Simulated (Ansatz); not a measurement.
**PbS, a database entry at a rescaled volume**

```yaml
crystal:
  lattice:
    - [2.93849, 2.89802, 0.00000]
    - [2.93849, -2.89802, 0.00000]
    - [1.07931, 0.00000, -11.70130]
  atoms:
    - { symbol: Pb, position: [0.77560, 0.77560, 0.36362] }
    - { symbol: Pb, position: [0.22440, 0.22440, 0.63638] }
    - { symbol: S, position: [0.26840, 0.26840, 0.40140] }
    - { symbol: S, position: [0.73160, 0.73160, 0.59860] }
```

Method: PBE, no spin polarisation; PAW, plane waves to 420 eV, 6×6×3 Γ-centred mesh, fermi-dirac occupations (width 0.1 eV) (Ansatz 0.2.0), atoms fixed.

(1) What is the character of the valence top and the conduction bottom?

(2) What do density and ELF say about some of the short contacts?

(3) What does the stress say?

(4) Is there a gap, and of what kind?

(5) Where is the largest force?

Origin: a database entry at a rescaled volume. Caveats: the exchange-correlation potential is rough where the density is thin; no spin-orbit coupling, which can shift this gap by tenths of an eV.

Results:

(1) Within 0.7 eV of the edges, the states project mainly on S p (75 %) and Pb p (12 %) below the gap and on Pb p (81 %) above it.

(2) Pb–S at 2.75 Å: least valence density 0.34 e/Å³ and ELF 0.38 there. Both are smooth PAW fields, read partly inside the augmentation spheres.

(3) The pressure is 0.3 GPa (compression positive), so with the atoms held at these fractions the cell is close to zero pressure. The principal stresses -1.1, 0.6, 1.5 GPa differ, so its shape would change too.

(4) The gap is 1.24 eV, direct at the points sampled. A semilocal functional usually gives too small a gap.

(5) The largest is on Pb2 (and as large on other atoms): 0.39 eV/Å, components (0.00, 0.00, 0.39). It makes 0° with the line to a nearest neighbour, S3 at 2.75 Å, pointing towards it.
